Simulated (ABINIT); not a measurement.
# InP (F-43m): bands and cutoff in G0W0 with ABINIT

Wanted: a converged G0W0 gap of InP (F-43m), or an estimate of the limit.

Method: PBE and many-body steps on it, plane waves, in ABINIT 10.8.3.

## Step 1: Set-up

The structure is cubic, space group F-43m (No. 216). Conventional cell: a = 5.869 Å, b = 5.869 Å, c = 5.869 Å, α = 90.00°, β = 90.00°, γ = 90.00°. In has 4 P at 2.54 Å nearest. Nearest to P lie 4 In at 2.54 Å. Farther neighbours are not listed.

The cell and positions come from the Crystallography Open Database and are kept as given unless a step says otherwise.

## Step 2: Empty states on the mesh, 4×4×4 mesh, 1303 bands

This step: ABINIT 10.8.3; DFT, PBE, plane waves, norm-conserving pseudopotentials.

The sums over transitions need many empty states on a uniform mesh; this step solves for them.

run.abi reads:

```
acell 3*1.0 Angstrom
rprim 
  -0.000000000000 2.934350000000 2.934350000000
  2.934350000000 -0.000000000000 2.934350000000
  2.934350000000 2.934350000000 -0.000000000000
ntypat 2
znucl 49 15
natom 2
typat 1 2
xred 
  0.000000000000 0.000000000000 0.000000000000
  0.250000000000 0.250000000000 0.250000000000
pp_dirpath "pseudos"
pseudos "In.upf, P.upf"
ecut 33
ngkpt 4 4 4
nshiftk 1
shiftk 0 0 0
kptopt 1
chksymbreak 0
irdden 1
istwfk *1
nband 1303
prtvol 0
optdriver 6
gwr_task "HDIAGO"
paral_kgb 0
occopt 1
indata_prefix "in"
outdata_prefix "out"
tmpdata_prefix "tmp"
```

On the command line:

```bash
$ OMP_NUM_THREADS=1 mpirun -n 4 abinit run.abi > log
```

What it wrote:

```text
.Version 10.8.3 of ABINIT. v10.8.2 released Aug 2026.

 Symmetries : space group F-4 3 m (#216); Bravais cF (face-center cubic)
[... echo of the input left out ...]
== DATASET  1 ==================================================================
-   mpi_nproc: 4, omp_nthreads: 1 (-1 if OMP is not activated)

--- !DatasetInfo
iteration_state: {dtset: 1, }
dimensions: {natom: 2, nkpt: 8, mband: 1303, nsppol: 1, nspinor: 1, nspden: 1, mpw: 3119, }
cutoff_energies: {ecut:  33.0, pawecutdg:  -1.0, }
[...]
Direct band gap semiconductor
 Fundamental gap:     0.688 (eV)
   VBM:     4.922 (eV) at k: [ 0.0000E+00,  0.0000E+00,  0.0000E+00]
   CBM:     5.610 (eV) at k: [ 0.0000E+00,  0.0000E+00,  0.0000E+00]
 Direct gap:         0.688 (eV) at k: [ 0.0000E+00,  0.0000E+00,  0.0000E+00]

== END DATASET(S) ==============================================================
================================================================================

 -outvars: echo values of variables after computation  --------
           etotal      0.0000000000E+00
            nband        1303
             nkpt           8
          spgroup         216
 [... the other variables as echoed above ...]

 Calculation completed.
```

Run time: 71 s. Hardware: 4 MPI ranks of Arm Neoverse V1, shared host; peak memory 2.5 GiB.

This step gave:

* gap: 0.6876 eV
* k of the valence top: 0, 0, 0
* k of the conduction bottom: 0, 0, 0
* least direct gap: 0.6876 eV
* k points computed: 8
* lowest point of the top converged band, above the valence top: 485.2820 eV

On this mesh the gap is 0.688 eV.

The density comes from a self-consistent run that is not shown.

## Step 3: Screening, 4×4×4 mesh, 173 bands, screening to 149.7 eV

The RPA dielectric matrix is built and inverted for each q.

This step: RPA screening on PBE, plane waves, norm-conserving pseudopotentials.

run.abi, as its differences from that of step 2:

```diff
@@ -20,10 +20,11 @@
 chksymbreak 0
-irdden 1
 istwfk *1
-nband 1303
-prtvol 0
-optdriver 6
-gwr_task "HDIAGO"
-paral_kgb 0
 occopt 1
+irdwfk 1
+optdriver 3
+nband 173
+ecuteps 5.5
+inclvkb 2
+awtr 1
+symchi 1
 indata_prefix "in"
```

What it wrote:

```text
.Version 10.8.3 of ABINIT. v10.8.2 released Aug 2026.

 Symmetries : space group F-4 3 m (#216); Bravais cF (face-center cubic)
[... echo of the input left out ...]
== DATASET  1 ==================================================================
-   mpi_nproc: 4, omp_nthreads: 1 (-1 if OMP is not activated)

--- !DatasetInfo
iteration_state: {dtset: 1, }
dimensions: {natom: 2, nkpt: 8, mband: 173, nsppol: 1, nspinor: 1, nspden: 1, mpw: 3119, }
cutoff_energies: {ecut:  33.0, pawecutdg:  -1.0, }
electrons: {nelect:   2.60000000E+01, charge:   0.00000000E+00, occopt:   1.00000000E+00, tsmear:   1.00000000E-02, }

 SCREENING: Calculation of the susceptibility and dielectric matrices

 Based on a program developped by R.W. Godby, V. Olevano, G. Onida, and L. Reining.
 Incorporated in ABINIT by V. Olevano, G.-M. Rignanese, and M. Torrent.
.Using double precision arithmetic ; gwpc =  8

[... cell and pseudopotentials left out ...]
--------------------------------------------------------------------------------

 ==== K-mesh for the wavefunctions ====
 Number of points in the irreducible wedge :     8
[... list of points left out ...]
 Together with 24 symmetry operations and time-reversal symmetry
 yields    64 points in the full Brillouin Zone.

 ==== Q-mesh for the screening function ====
 Number of points in the irreducible wedge :     8
[... list of points left out ...]
 Together with 24 symmetry operations and time-reversal symmetry
 yields    64 points in the full Brillouin Zone.

 setmesh: FFT mesh size selected  =    30x   30x   30
          total number of points  =        27000

 vcoul_init : cutoff-mode = AUXILIARY_FUNCTION
 q-points for optical limit:   1
     1)      0.000010    0.000020    0.000030

- screening: taking advantage of time-reversal symmetry
- Maximum band index for partially occupied states nbvw = 13
- Remaining bands to be divided among processors   nbcw = 160
- Number of bands treated by each node ~40

 Number of electrons calculated from density =   26.0000; Expected =   26.0000
 average of density, n =  0.076245
 r_s =    1.4630
 omega_plasma =   26.6355 [eV]

 calculating chi0 at frequencies [eV] :
  1    0.000000E+00    0.000000E+00
  2    0.000000E+00    2.663552E+01

--------------------------------------------------------------------------------
  q-point number  1        q = ( 0.000000, 0.000000, 0.000000) [r.l.u.]
--------------------------------------------------------------------------------
[... chi0 elements left out ...]
 For q-point:  0.000010 0.000020 0.000030
  dielectric constant =  47.2064
  dielectric constant without local fields =  49.8109

  Average fulfillment of the sum rule on Im[epsilon] for q-point    1 :     76.67  [%]
[... wings left out ...]
  q-point number  2        q = ( 0.250000, 0.000000, 0.000000) [r.l.u.]
--------------------------------------------------------------------------------
[... chi0 elements left out ...]
  Average fulfillment of the sum rule on Im[epsilon] for q-point    2 :     85.92  [%]

 [... 6 further q-points ...]
```

The job ended after 49 s (4 MPI ranks; peak memory 1.1 GiB).

Numbers from this step:

| Property | Result |
| --- | --- |
| ε∞ with local fields, on this mesh, along the program's q direction | 47.21 |
| the same without local fields | 49.81 |
| plasma frequency | 26.64 eV |
| plane waves in the screening matrix | 181 |

Local fields lower ε∞ by 5 %. On a Γ-centred mesh this coarse the value itself is usually too large, while a short band sum pulls it down.

## Step 4: 173 bands, 149.7 eV

The self-energy is evaluated for the states that the input lists, and the levels follow from it, in one-shot runs by the linearised quasiparticle equation.

This step: G0W0 on PBE, plane waves, norm-conserving pseudopotentials.

run.abi, as its differences from that of step 3:

```diff
@@ -23,8 +23,19 @@
 irdwfk 1
-optdriver 3
+optdriver 4
 nband 173
+gwcalctyp 0
+ecutsigx 33
+symsigma 1
+nkptgw 3
+kptgw 
+  0.0000000000 0.0000000000 0.0000000000
+  0.5000000000 0.0000000000 0.0000000000
+  0.5000000000 0.5000000000 0.0000000000
+bdgw 
+  11 17
+  12 16
+  12 15
 ecuteps 5.5
-inclvkb 2
-awtr 1
-symchi 1
+irdscr 1
+ppmodel 1
 indata_prefix "in"
```

What it wrote:

```text
.Version 10.8.3 of ABINIT. v10.8.2 released Aug 2026.

 Symmetries : space group F-4 3 m (#216); Bravais cF (face-center cubic)
[... echo of the input left out ...]
== DATASET  1 ==================================================================
-   mpi_nproc: 4, omp_nthreads: 1 (-1 if OMP is not activated)

--- !DatasetInfo
iteration_state: {dtset: 1, }
dimensions: {natom: 2, nkpt: 8, mband: 173, nsppol: 1, nspinor: 1, nspden: 1, mpw: 3119, }
cutoff_energies: {ecut:  33.0, pawecutdg:  -1.0, }
electrons: {nelect:   2.60000000E+01, charge:   0.00000000E+00, occopt:   1.00000000E+00, tsmear:   1.00000000E-02, }

 SIGMA: Calculation of the GW corrections

 Based on a program developped by R.W. Godby, V. Olevano, G. Onida, and L. Reining.
 Incorporated in ABINIT by V. Olevano, G.-M. Rignanese, and M. Torrent.
.Using double precision arithmetic ; gwpc =  8

[... cell and pseudopotentials left out ...]
--------------------------------------------------------------------------------

 ==== K-mesh for the wavefunctions ====
 Number of points in the irreducible wedge :     8
[... list of points left out ...]
 Together with 24 symmetry operations and time-reversal symmetry
 yields    64 points in the full Brillouin Zone.

 ==== Q-mesh for screening function ====
 Number of points in the irreducible wedge :     8
[... list of points left out ...]
 Together with 24 symmetry operations and time-reversal symmetry
 yields    64 points in the full Brillouin Zone.

 vcoul_init : cutoff-mode = AUXILIARY_FUNCTION
 q-points for optical limit:   1
     1)      0.000010    0.000020    0.000030
 setmesh: FFT mesh size selected  =    45x   45x   45
          total number of points  =        91125

 Number of electrons calculated from density =   26.0000; Expected =   26.0000
 average of density, n =  0.076245
 r_s =    1.4630
 omega_plasma =   26.6355 [eV]

 === KS Band Gaps ===
  >>>> For spin  1
   Minimum direct gap =   0.6876 [eV], located at k-point      :   0.0000  0.0000  0.0000
   Fundamental gap    =   0.6876 [eV], Top of valence bands at :   0.0000  0.0000  0.0000
                                       Bottom of conduction at :   0.0000  0.0000  0.0000
 SIGMA fundamental parameters:
 PLASMON POLE MODEL  1
 number of plane-waves for SigmaX                 3119
 number of plane-waves for SigmaC and W            181
 number of plane-waves for wavefunctions          3119
 number of bands                                   173
 number of independent spin polarizations            1
 number of spinorial components                      1
 number of k-points in IBZ                           8
 number of q-points in IBZ                           8
 number of symmetry operations                      24
 number of k-points in BZ                           64
 number of q-points in BZ                           64
 number of frequencies for dSigma/dE                 9
 frequency step for dSigma/dE [eV]                0.25
 number of omega for Sigma on real axis              0
 max omega for Sigma on real axis  [eV]           0.00
 zcut for avoiding poles [eV]                     0.10

 EPSILON^-1 parameters (SCR file):
 dimension of the eps^-1 matrix on file            181
 dimension of the eps^-1 matrix used               181
 number of plane-waves for wavefunctions          3119
 number of bands                                   173
 number of q-points in IBZ                           8
 number of frequencies                               2
 number of real frequencies                          1
 number of imag frequencies                          1

 matrix elements of self-energy operator (all in [eV])

 Perturbative Calculation

--- !SelfEnergy_ee
iteration_state: {dtset: 1, }
kpoint     : [   0.000,    0.000,    0.000, ]
spin       : 1
KS_gap     :    0.688
QP_gap     :    1.353
Delta_QP_KS:    0.665
data: !SigmaeeData |
     Band     E0 <VxcDFT>   SigX SigC(E0)      Z dSigC/dE  Sig(E)    E-E0       E
       11   4.922 -12.904 -14.799   1.106   0.776  -0.288 -13.516  -0.612   4.310
       12   4.922 -12.904 -14.799   1.106   0.776  -0.288 -13.516  -0.612   4.310
       13   4.922 -12.904 -14.799   1.106   0.776  -0.288 -13.516  -0.612   4.310
       14   5.610 -11.727  -7.731  -3.929   0.791  -0.265 -11.674   0.053   5.663
       15   9.010 -10.776  -6.305  -4.332   0.795  -0.258 -10.666   0.110   9.120
       16   9.010 -10.776  -6.305  -4.332   0.795  -0.258 -10.666   0.110   9.120
[...]
--- !SelfEnergy_ee
iteration_state: {dtset: 1, }
kpoint     : [   0.500,    0.000,    0.000, ]
spin       : 1
KS_gap     :    2.454
QP_gap     :    3.162
Delta_QP_KS:    0.708
data: !SigmaeeData |
     Band     E0 <VxcDFT>   SigX SigC(E0)      Z dSigC/dE  Sig(E)    E-E0       E
[...]
--- !SelfEnergy_ee
iteration_state: {dtset: 1, }
kpoint     : [   0.500,    0.500,    0.000, ]
spin       : 1
KS_gap     :    4.074
QP_gap     :    4.608
Delta_QP_KS:    0.534
data: !SigmaeeData |
     Band     E0 <VxcDFT>   SigX SigC(E0)      Z dSigC/dE  Sig(E)    E-E0       E
[...]
13   2.616 -11.399 -14.174   1.827   0.770  -0.298 -12.129  -0.730   1.886
       14   6.689  -9.195  -5.564  -3.873   0.808  -0.238  -9.391  -0.196   6.494
       15   7.190 -10.683  -6.692  -4.000   0.798  -0.254 -10.690  -0.007   7.183

== END DATASET(S) ==============================================================
================================================================================

 -outvars: echo values of variables after computation  --------
           etotal      0.0000000000E+00
            nband         173
             nkpt           8
          spgroup         216
 [... the other variables as echoed above ...]

 Calculation completed.
```

Elapsed: 17 s, on 4 MPI ranks; peak memory 1 GiB.

This step gave:

```yaml
g0w0_gap_on_the_points_computed: 1.353 eV
starting_gap_on_the_mesh: 0.6876 eV
k_of_the_valence_top: 0, 0, 0
k_of_the_conduction_bottom: 0, 0, 0
z_at_the_valence_top: 0.776
z_at_the_conduction_bottom: 0.791
least_direct_g0w0_gap_on_the_computed_points: 1.353 eV
```

The gap on the mesh goes from 0.69 eV to 1.35 eV, a correction of +0.67 eV.

## Step 5: Screening, 4×4×4 mesh, 267 bands, screening to 203.5 eV

This step: RPA screening on PBE, plane waves, norm-conserving pseudopotentials.

run.abi, as its differences from that of step 4:

```diff
@@ -23,19 +23,8 @@
 irdwfk 1
-optdriver 4
-nband 173
-gwcalctyp 0
-ecutsigx 33
-symsigma 1
-nkptgw 3
-kptgw 
-  0.0000000000 0.0000000000 0.0000000000
-  0.5000000000 0.0000000000 0.0000000000
-  0.5000000000 0.5000000000 0.0000000000
-bdgw 
-  11 17
-  12 16
-  12 15
-ecuteps 5.5
-irdscr 1
-ppmodel 1
+optdriver 3
+nband 267
+ecuteps 7.48
+inclvkb 2
+awtr 1
+symchi 1
 indata_prefix "in"
```

What it wrote:

```text
.Version 10.8.3 of ABINIT. v10.8.2 released Aug 2026.

 Symmetries : space group F-4 3 m (#216); Bravais cF (face-center cubic)
[... echo of the input left out ...]
== DATASET  1 ==================================================================
-   mpi_nproc: 4, omp_nthreads: 1 (-1 if OMP is not activated)

--- !DatasetInfo
iteration_state: {dtset: 1, }
dimensions: {natom: 2, nkpt: 8, mband: 267, nsppol: 1, nspinor: 1, nspden: 1, mpw: 3119, }
cutoff_energies: {ecut:  33.0, pawecutdg:  -1.0, }
electrons: {nelect:   2.60000000E+01, charge:   0.00000000E+00, occopt:   1.00000000E+00, tsmear:   1.00000000E-02, }

 SCREENING: Calculation of the susceptibility and dielectric matrices

 Based on a program developped by R.W. Godby, V. Olevano, G. Onida, and L. Reining.
 Incorporated in ABINIT by V. Olevano, G.-M. Rignanese, and M. Torrent.
.Using double precision arithmetic ; gwpc =  8

[... cell and pseudopotentials left out ...]
--------------------------------------------------------------------------------

 ==== K-mesh for the wavefunctions ====
 Number of points in the irreducible wedge :     8
[... list of points left out ...]
 Together with 24 symmetry operations and time-reversal symmetry
 yields    64 points in the full Brillouin Zone.

 ==== Q-mesh for the screening function ====
 Number of points in the irreducible wedge :     8
[... list of points left out ...]
 Together with 24 symmetry operations and time-reversal symmetry
 yields    64 points in the full Brillouin Zone.

 setmesh: FFT mesh size selected  =    30x   30x   30
          total number of points  =        27000

 vcoul_init : cutoff-mode = AUXILIARY_FUNCTION
 q-points for optical limit:   1
     1)      0.000010    0.000020    0.000030

- screening: taking advantage of time-reversal symmetry
- Maximum band index for partially occupied states nbvw = 13
- Remaining bands to be divided among processors   nbcw = 254
- Number of bands treated by each node ~63

 Number of electrons calculated from density =   26.0000; Expected =   26.0000
 average of density, n =  0.076245
 r_s =    1.4630
 omega_plasma =   26.6355 [eV]

 calculating chi0 at frequencies [eV] :
  1    0.000000E+00    0.000000E+00
  2    0.000000E+00    2.663552E+01

--------------------------------------------------------------------------------
  q-point number  1        q = ( 0.000000, 0.000000, 0.000000) [r.l.u.]
--------------------------------------------------------------------------------
[... chi0 elements left out ...]
 For q-point:  0.000010 0.000020 0.000030
  dielectric constant =  47.2032
  dielectric constant without local fields =  49.8130

  Average fulfillment of the sum rule on Im[epsilon] for q-point    1 :     86.73  [%]
[... wings left out ...]
  q-point number  2        q = ( 0.250000, 0.000000, 0.000000) [r.l.u.]
--------------------------------------------------------------------------------
[... chi0 elements left out ...]
  Average fulfillment of the sum rule on Im[epsilon] for q-point    2 :     93.75  [%]

 [... 6 further q-points ...]
```

It took 1.9 min on 4 MPI ranks; peak memory 1.5 GiB.

This step gave:

```
ε∞ with local fields, on this mesh, along the program's q direction : 47.20
the same without local fields                                       : 49.81
plasma frequency                                                    : 26.64 eV
plane waves in the screening matrix                                 : 331
```

(Part 1 of 2 ends here.)

[Paths, hosts, dates, memory and timing lines, banners, echoed tables and standing remarks are left out of the program output.]

[Logs are printed without paths, hosts, clocks, repeated set-up lines and the standing remarks that a program may print on its own settings, such as how far it seeks lower states.]

[Runs of the session that timed out or met a known fault of the program may be left out.]

[Hosts, paths, dates, database ids (printed as entryN), source tags and the programs' standing remarks are cut or masked in the printed files.]

[G0W0 gaps are taken among the corrected bands and points alone; a level outside them can change the order at an edge.]

[Where Ansatz stands beside ABINIT at settings called matched, ABINIT's density can come from a denser mesh and the files from another edition; pairs whose starting gaps differed by over 0.03 eV were left out, so agreement reads better than it is.]
